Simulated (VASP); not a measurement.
# BAs (F-43m) in VASP: notebook

The runs below take BAs through single point, with PBEsol.

Everything below comes from runs of VASP 6.6.1. Logs are shortened: lines on timing, memory, paths and dates and some standing lists are left out, and cuts for length are marked.

### Step 1. The structure

The structure is cubic, space group F-43m (No. 216). Conventional cell: a = 4.768 Å, b = 4.768 Å, c = 4.768 Å, α = 90.00°, β = 90.00°, γ = 90.00°. B (site symmetry -43m) is surrounded by 4 As at 2.06 Å. As (site symmetry -43m) has 4 B at 2.06 Å as nearest neighbours.

The cell was built by a generator and needn't be a form met in nature.

### Step 2. Single point, PBEsol

Input file INCAR:

```
SYSTEM = BAs
  PREC = Accurate
  ENCUT = 520
  EDIFF = 1E-6
  ISMEAR = 0
  SIGMA = 0.02
  LREAL = .False.
  LASPH = .True.
  NELM = 100
  ALGO = Fast
  ISIF = 2
  LWAVE = .False.
  LCHARG = .True.
  GGA = PS
  LELF = .True.
  LVHAR = .True.
  NBANDS = 16
```

Input file KPOINTS:

```
regular mesh
0
Gamma
  8 6 8
  0 0 0
```

Input file POSCAR:

```
BAs
1.0
    3.3712906222      0.0000000000      0.0000000000
    0.0000000000      4.7677249860      0.0000000000
    0.0000000000      0.0000000000      3.3712906222
B As
2 2
Direct
    0.0000000000      0.0000000000     -0.0000073500
    0.5000000000      0.5000000000      0.4999926500
    0.5000000000      0.2500000000     -0.0000073500
    0.0000000000      0.7500000000      0.4999926500
```

Potentials or basis: VASP PAW PBE potentials, release 64 (B, As).

Run with:

```sh
> cat potpaw_PBE.64/B/POTCAR potpaw_PBE.64/As/POTCAR > POTCAR
> mpirun -np 1 vasp_std > vasp.out
```

OUTCAR:

```text
SYSTEM = BAs
   PREC = Accurate
   ENCUT = 520
   EDIFF = 1E-6
   ISMEAR = 0
   LREAL = .False.
   LASPH = .True.
   NELM = 100
   ISIF = 2
   GGA = PS

 ion  position               nearest neighbor table
   1  0.000  0.000  1.000-   3 2.06   4 2.06   4 2.06   3 2.06
   2  0.500  0.500  0.500-   3 2.06   4 2.06   3 2.06   4 2.06
   3  0.500  0.250  1.000-   1 2.06   2 2.06   2 2.06   1 2.06
   4  0.000  0.750  0.500-   1 2.06   2 2.06   1 2.06   2 2.06

  LATTYP: Found a simple tetragonal cell.
 ALAT       =     3.3712906222
 C/A-ratio  =     1.4142135818

  Lattice vectors:

 A1 = (  -3.3712906222,   0.0000000000,   0.0000000000)
 A2 = (   0.0000000000,   0.0000000000,   3.3712906222)
 A3 = (   0.0000000000,   4.7677249860,   0.0000000000)

Analysis of symmetry for initial positions (statically):
=====================================================================
 Subroutine PRICEL returns following result:

  LATTYP: Found a face centered cubic cell.
 ALAT       =     4.7677249533

  Lattice vectors:

 A1 = (  -1.6856453111,   2.3838624930,   1.6856453111)
 A2 = (  -0.0000000000,   0.0000000000,   3.3712906222)
 A3 = (   1.6856453111,   2.3838624930,   1.6856453111)

   2 primitive cells build up your supercell.

 Routine SETGRP: Setting up the symmetry group for a
 simple tetragonal supercell.

 Subroutine GETGRP returns: Found  8 space group operations
 (whereof  2 operations were pure point group operations)
 out of a pool of 16 trial point group operations.

The static configuration has the point symmetry C_1h.
 The point group associated with its full space group is D_2d.

Analysis of symmetry for dynamics (positions and initial velocities):
=====================================================================
 Subroutine PRICEL returns following result:

  LATTYP: Found a face centered cubic cell.
 ALAT       =     4.7677249533

  Lattice vectors:

 A1 = (  -1.6856453111,   2.3838624930,   1.6856453111)
 A2 = (  -0.0000000000,   0.0000000000,   3.3712906222)
 A3 = (   1.6856453111,   2.3838624930,   1.6856453111)

   2 primitive cells build up your supercell.

[... 105 lines left out ...]
   LASPH  =      T    aspherical Exc in radial PAW
   ENCUT  =  520.0 eV  38.22 Ry    6.18 a.u.   6.27  8.86  6.27*2*pi/ulx,y,z
   NELM   =    100;   NELMIN=  2; NELMDL= -5     # of ELM steps
   EDIFF  = 0.1E-05   stopping-criterion for ELM
   LREAL  =      F    real-space projection
   EDIFFG = 0.1E-04   stopping-criterion for IOM
   NSW    =      0    number of steps for IOM
   IBRION =     -1    ionic relax: 0-MD 1-quasi-New 2-CG
   NFREE  =      0    steps in history (QN), initial steepest desc. (CG)
   ISIF   =      2    stress and relaxation
   ISYM   =      2    0-nonsym 1-usesym 2-fastsym
   POTIM  = 0.5000    time-step for ionic-motion
   TEBEG  =    0.0;   TEEND  =   0.0 temperature during run
   PSTRESS=    0.0 pullay stress
   NELECT =      16.0000    total number of electrons
   NUPDOWN=      -1.0000    fix difference up-down
   EMIN   =  10.00;   EMAX   =-10.00  energy-range for DOS
   EFERMI =   0.00;   METHOD = LEGACY
   ISMEAR =     0;   SIGMA  =   0.02  broadening in eV -4-tet -1-fermi 0-gaus
   EFERMI_NEDOS =   21; number of points for ismear=-14 and -15
   IALGO  =     68    algorithm
   IMIX   =      4    mixing-type and parameters
     AMIX     =   0.40;   BMIX     =  1.00
     AMIX_MAG =   1.60;   BMIX_MAG =  1.00
  volume/ion in A,a.u.               =      13.55        91.42
  Fermi-wavevector in a.u.,A,eV,Ry     =   1.090135  2.060057 16.169087  1.188394
  Thomas-Fermi vector in A             =   2.226353
   LORBIT       =      0    0 simple, 1 ext, 2 COOP (PROOUT), +10 PAW based schemes
   GGA     = PS    functional components
   LHFCALC =     F    Hartree Fock is set to
   AEXX    =    0.0000 exact exchange contribution
   IVDW    =     0    specifies the selected vdW correction
   LEPSILON=     F    determine dielectric tensor
   LRPA    =     F    only Hartree local field effects (RPA)
 non-spin polarized calculation
 RMM-DIIS sequential band-by-band and
 Gauss-broadening in eV      SIGMA  =   0.02
  energy-cutoff  :      520.00
  volume of cell :       54.19
 maximum number of plane-waves:      1484
 NGX is ok and might be reduce to    28
   NGX = 13   NGY = 17   NGZ = 13

 number of electron      16.0000002 magnetization

 Free energy of the ion-electron system (eV)
  ---------------------------------------------------
  ext. energy  EPLUGINS =         0.00000000
  ---------------------------------------------------
  free energy    TOTEN  =       -24.40570925 eV

  energy without entropy =      -24.40570925  energy(sigma->0) =      -24.40570925

 E-fermi :   6.2449     XC(G=0): -10.7558

 val. band max:        6.1085584269   @ k =   0.0000   0.0000   0.0000
 cond. band min:       7.1840800648   @ k =   0.0000   0.1667   0.0000
 fundamental gap:      1.0755216379
 Fermi energy:         6.2448671211

 k-point     1 :       0.0000    0.0000    0.0000
  band No.  band energies     occupation
      1      -9.3820      2.00000
      2      -5.1570      2.00000
      3      -2.4571      2.00000
      4       1.9781      2.00000
      5       1.9781      2.00000
      6       6.1084      2.00000
[... 433 lines left out ...]
      3      -0.6119      2.00000
      4      -0.6119      2.00000
      5       1.0657      2.00000
      6       1.0657      2.00000
[... 8 lines left out ...]
     15      14.6491      0.00000
     16      14.6491      0.00000

 [... further k-points ...]

------------------------ aborting loop because EDIFF is reached ----------------------------------------

  FORCE on cell =-STRESS in cart. coord.  units (eV):
  Direction    XX          YY          ZZ          XY          YZ          ZX
  --------------------------------------------------------------------------------------
  -------------------------------------------------------------------------------------
  Total        0.3062573      0.2900554      0.3062573      0.0000000     -0.0000000      0.0000000
  in kB        9.0551032      8.5760629      9.0551032      0.0000000     -0.0000000      0.0000000
  external PRESSURE =       8.8954231 kB  Pullay stress =       0.0000000 kB

 VOLUME and BASIS-vectors are now :
 -----------------------------------------------------------------------------
  energy-cutoff  :      520.00
  volume of cell :       54.19
      direct lattice vectors                 reciprocal lattice vectors
     3.371290622  0.000000000  0.000000000     0.296622306  0.000000000  0.000000000
     0.000000000  4.767724986  0.000000000     0.000000000  0.209743641  0.000000000
     0.000000000  0.000000000  3.371290622     0.000000000  0.000000000  0.296622306

 POSITION                                       TOTAL-FORCE (eV/Angst)
 -----------------------------------------------------------------------------------
      0.00000      0.00000      3.37127        -0.000000     -0.000000     -0.000000
      1.68565      2.38386      1.68562        -0.000000     -0.000000     -0.000000
      1.68565      1.19193      3.37127         0.000000      0.000000      0.000000
      0.00000      3.57579      1.68562         0.000000      0.000000      0.000000
 -----------------------------------------------------------------------------------
    total drift:                               -0.000000     -0.000000     -0.000000

  FREE ENERGIE OF THE ION-ELECTRON SYSTEM (eV)
  ---------------------------------------------------
  free  energy   TOTEN  =       -24.4057092454 eV

  energy  without entropy=      -24.4057092454  energy(sigma->0) =      -24.40570925
```

OSZICAR:

```text
N       E                     dE             d eps       ncg     rms          rms(c)
DAV:   1     0.350273255119E+02    0.35027E+02   -0.67292E+03  1920   0.883E+02
DAV:   2    -0.231063557632E+02   -0.58134E+02   -0.53140E+02  2736   0.145E+02
DAV:   3    -0.256324846679E+02   -0.25261E+01   -0.25122E+01  2504   0.293E+01
DAV:   4    -0.256435706323E+02   -0.11086E-01   -0.11085E-01  2272   0.225E+00
DAV:   5    -0.256436213414E+02   -0.50709E-04   -0.50709E-04  2432   0.148E-01    0.689E+00
RMM:   6    -0.245608197103E+02    0.10828E+01   -0.99506E-01  1946   0.464E+00    0.338E+00
RMM:   7    -0.244238865440E+02    0.13693E+00   -0.34816E-01  1975   0.284E+00    0.129E+00
RMM:   8    -0.244064124827E+02    0.17474E-01   -0.46410E-02  2003   0.132E+00    0.181E-01
RMM:   9    -0.244057547694E+02    0.65771E-03   -0.60598E-03  2164   0.477E-01    0.711E-02
RMM:  10    -0.244058075882E+02   -0.52819E-04   -0.58938E-04  2206   0.161E-01    0.609E-02
RMM:  11    -0.244057470666E+02    0.60522E-04   -0.39629E-04  2110   0.102E-01    0.260E-02
RMM:  12    -0.244057101156E+02    0.36951E-04   -0.39538E-05  2196   0.393E-02    0.694E-03
RMM:  13    -0.244057092454E+02    0.87020E-06   -0.62420E-06  2279   0.137E-02
   1 F= -.24405709E+02 E0= -.24405709E+02  d E =-.575544E-24
```

It took 22 s on 1 thread of Intel Xeon 6975P-C (Granite Rapids), shared host; peak memory 0.19 GiB.

Results:

| Item | Value |
| --- | --- |
| Free energy | -24.4057 eV |
| Pressure | 0.9 GPa |
| Band gap on the k mesh | 1.08 eV |

Levels at points of the mesh, in eV from the valence-band top:
| k point | band 4 | band 5 | band 6 | band 7 | band 8 | band 9 | band 10 | band 11 | band 12 | band 13 |
| --- | --- | --- | --- | --- | --- | --- | --- | --- | --- | --- |
| (0.00, 0.00, 0.00) | -4.13 | -4.13 | 0.00 | 0.00 | 0.00 | 1.31 | 1.33 | 3.25 | 3.25 | 3.25 |
| (0.50, 0.00, 0.00) | -6.68 | -5.17 | -5.17 | -1.99 | -1.99 | 3.46 | 3.46 | 6.10 | 6.10 | 6.92 |
| (0.00, 0.50, 0.00) | -4.10 | -2.74 | -2.74 | -2.74 | -2.74 | 1.57 | 1.57 | 4.44 | 4.44 | 7.40 |
| (0.50, 0.50, 0.00) | -8.88 | -1.84 | -1.84 | -1.84 | -1.84 | 2.69 | 2.69 | 4.73 | 4.73 | 4.73 |
| (0.50, 0.00, 0.50) | -8.57 | -4.13 | -4.13 | -4.13 | -4.13 | 1.31 | 1.31 | 1.33 | 1.33 | 11.40 |
| (0.50, 0.50, 0.50) | -8.08 | -5.58 | -5.58 | -5.29 | -5.29 | 5.16 | 5.16 | 5.94 | 5.94 | 6.68 |

Caveat: the PAW data sets were made with another functional, which shifts forces and pressure a little. A k mesh can miss the band edges.

### Step 3. Single point, PBEsol

Input file INCAR:

```
  PREC = Accurate
  ENCUT = 520
  EDIFF = 1E-7
  ISMEAR = 0
  SIGMA = 0.02
  LREAL = F
  LASPH = T
  NELM = 100
  ALGO = Normal
  ISIF = 2
  LWAVE = F
  LCHARG = F
  GGA = PS
  NBANDS = 16
```

Input file KPOINTS:

```
regular mesh
0
Gamma
  8 6 8
```

Input file POSCAR:

```
BAs
1.0
    3.3712906222      0.0000000000      0.0000000000
    0.0000000000      4.7677249860      0.0000000000
    0.0000000000      0.0000000000      3.3712906222
B As
2 2
Direct
    0.0000000000      0.0000000000      0.0000000000
    0.5000000000      0.5000000000      0.4999853000
    0.5000000000      0.2500000000      0.0000000000
    0.0000000000      0.7500000000      0.4999853000
```

Potentials or basis: VASP PAW PBE potentials, release 64 (B, As).

Run with:

```sh
> cat potpaw_PBE.64/B/POTCAR potpaw_PBE.64/As/POTCAR > POTCAR
> mpirun -np 1 vasp_std > vasp.out
```

OUTCAR:

```text
PREC = Accurate
   ENCUT = 520
   EDIFF = 1E-7
   ISMEAR = 0
   LREAL = F
   LASPH = T
   NELM = 100
   ISIF = 2
   GGA = PS

 ion  position               nearest neighbor table
   1  0.000  0.000  0.000-   4 2.06   3 2.06   3 2.06   4 2.06
   2  0.500  0.500  0.500-   3 2.06   4 2.06   4 2.06   3 2.06
   3  0.500  0.250  0.000-   2 2.06   1 2.06   1 2.06   2 2.06
   4  0.000  0.750  0.500-   1 2.06   2 2.06   2 2.06   1 2.06

  LATTYP: Found a simple tetragonal cell.
 ALAT       =     3.3712906222
 C/A-ratio  =     1.4142135818

  Lattice vectors:

 A1 = (  -3.3712906222,   0.0000000000,   0.0000000000)
 A2 = (   0.0000000000,   0.0000000000,   3.3712906222)
 A3 = (   0.0000000000,   4.7677249860,   0.0000000000)

Analysis of symmetry for initial positions (statically):
=====================================================================
 Subroutine PRICEL returns:
 Original cell was already a primitive cell.

 Routine SETGRP: Setting up the symmetry group for a
 simple tetragonal supercell.

 Subroutine GETGRP returns: Found  4 space group operations
 (whereof  2 operations were pure point group operations)
[... 175 lines left out ...]
 cond. band min:       7.1840798994   @ k =   0.0000   0.1667   0.0000
 fundamental gap:      1.0755229457
 Fermi energy:         6.2447689883

 k-point     1 :       0.0000    0.0000    0.0000
  band No.  band energies     occupation
      1      -9.3820      2.00000
      2      -5.1570      2.00000
      3      -2.4571      2.00000
      4       1.9781      2.00000
      5       1.9781      2.00000
      6       6.1084      2.00000
[... 433 lines left out ...]
      3      -2.4441      2.00000
      4      -1.2262      2.00000
      5       2.6457      2.00000
      6       3.6807      2.00000
[... 8 lines left out ...]
     15      14.7945      0.00000
     16      14.9626      0.00000

 [... further k-points ...]

------------------------ aborting loop because EDIFF is reached ----------------------------------------

  FORCE on cell =-STRESS in cart. coord.  units (eV):
  Direction    XX          YY          ZZ          XY          YZ          ZX
  --------------------------------------------------------------------------------------
  -------------------------------------------------------------------------------------
  Total        0.3074565      0.2912507      0.3074568      0.0000000      0.0000000      0.0000000
  in kB        9.0905600      8.6114041      9.0905693      0.0000000      0.0000000      0.0000000
  external PRESSURE =       8.9308445 kB  Pullay stress =       0.0000000 kB

 VOLUME and BASIS-vectors are now :
 -----------------------------------------------------------------------------
  energy-cutoff  :      520.00
  volume of cell :       54.19
      direct lattice vectors                 reciprocal lattice vectors
     3.371290622  0.000000000  0.000000000     0.296622306  0.000000000  0.000000000
     0.000000000  4.767724986  0.000000000     0.000000000  0.209743641  0.000000000
     0.000000000  0.000000000  3.371290622     0.000000000  0.000000000  0.296622306

 POSITION                                       TOTAL-FORCE (eV/Angst)
 -----------------------------------------------------------------------------------
      0.00000      0.00000      0.00000         0.000000      0.000000     -0.000625
      1.68565      2.38386      1.68560         0.000000      0.000000      0.000625
      1.68565      1.19193      0.00000         0.000000     -0.000000     -0.000691
      0.00000      3.57579      1.68560         0.000000     -0.000000      0.000691
 -----------------------------------------------------------------------------------
    total drift:                                0.000000      0.000000     -0.000000

  FREE ENERGIE OF THE ION-ELECTRON SYSTEM (eV)
  ---------------------------------------------------
  free  energy   TOTEN  =       -24.4057092414 eV

  energy  without entropy=      -24.4057092414  energy(sigma->0) =      -24.40570924
```

OSZICAR:

```text
N       E                     dE             d eps       ncg     rms          rms(c)
DAV:   1     0.368852342609E+02    0.36885E+02   -0.67982E+03  3200   0.887E+02
DAV:   2    -0.229773183731E+02   -0.59863E+02   -0.54443E+02  4520   0.145E+02
DAV:   3    -0.256315243483E+02   -0.26542E+01   -0.26398E+01  4208   0.299E+01
DAV:   4    -0.256435666358E+02   -0.12042E-01   -0.12040E-01  3744   0.233E+00
DAV:   5    -0.256436213008E+02   -0.54665E-04   -0.54664E-04  4104   0.154E-01    0.689E+00
DAV:   6    -0.245587198706E+02    0.10849E+01   -0.10405E+00  3832   0.644E+00    0.346E+00
DAV:   7    -0.244244505221E+02    0.13427E+00   -0.32681E-01  4040   0.317E+00    0.127E+00
DAV:   8    -0.244057938549E+02    0.18657E-01   -0.27090E-02  3512   0.105E+00    0.163E-01
DAV:   9    -0.244055812077E+02    0.21265E-03   -0.19843E-03  3832   0.305E-01    0.594E-02
DAV:  10    -0.244057010078E+02   -0.11980E-03   -0.30017E-04  3616   0.921E-02    0.207E-02
DAV:  11    -0.244057099920E+02   -0.89841E-05   -0.91048E-06  4200   0.202E-02    0.135E-02
DAV:  12    -0.244057091663E+02    0.82566E-06   -0.24183E-06  3568   0.856E-03    0.204E-03
DAV:  13    -0.244057092414E+02   -0.75059E-07   -0.23456E-07  3664   0.284E-03
   1 F= -.24405709E+02 E0= -.24405709E+02  d E =-.614748E-24
```

Run time: 33 s. Hardware: 1 thread of Intel Xeon 6975P-C (Granite Rapids), shared host; peak memory 0.22 GiB.

Results:

| Item | Value |
| --- | --- |
| Free energy | -24.4057 eV |
| Pressure | 0.9 GPa |
| Band gap on the k mesh | 1.08 eV |

Caveat: the PAW data sets were made with another functional, which shifts forces and pressure a little. A k mesh can miss the band edges.
